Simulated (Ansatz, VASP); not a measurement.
# PtSe in VASP and in Ansatz

```
CELL_PARAMETERS angstrom
0.00000 2.64711 2.64711
2.64711 0.00000 2.64711
2.64711 2.64711 0.00000
ATOMIC_POSITIONS crystal
Pt 0.00000 0.00000 0.00000
Se 0.50000 0.50000 0.50000
```

Alike in both runs: functional PBE; k mesh 6 × 6 × 6; occupations gaussian, width 0.1 eV; no spin polarisation.

Ansatz relaxed the structure, and its values are those at the end. VASP's run is a single point on that final structure, the one shown.

|  | VASP | Ansatz |
| --- | --- | --- |
| version | VASP 6.6.1 | Ansatz 0.2.0 |
| potentials or method | VASP PAW PBE potentials, release 64 (Pt, Se) | scalar-relativistic, plane waves, PAW |
| plane-wave cutoff (eV) | 520 | 420 |
| valence electrons in the cell | 16 | 34 |

VASP gave:

- gap on the k mesh at the Fermi level (eV): none
- pressure (GPa): -0.1

Question: Which values does Ansatz return?

Answer: gap on the k mesh at the Fermi level (eV): none; pressure (GPa): 0.0.

A gap of «none» marks a metal or a gap that the smearing closes. The functional is the same, so the differences come from potentials, cutoffs and numerics. The two sets of potentials don't hold the same shells in valence.

The runs have no spin-orbit coupling, so splittings on Pt are missing.
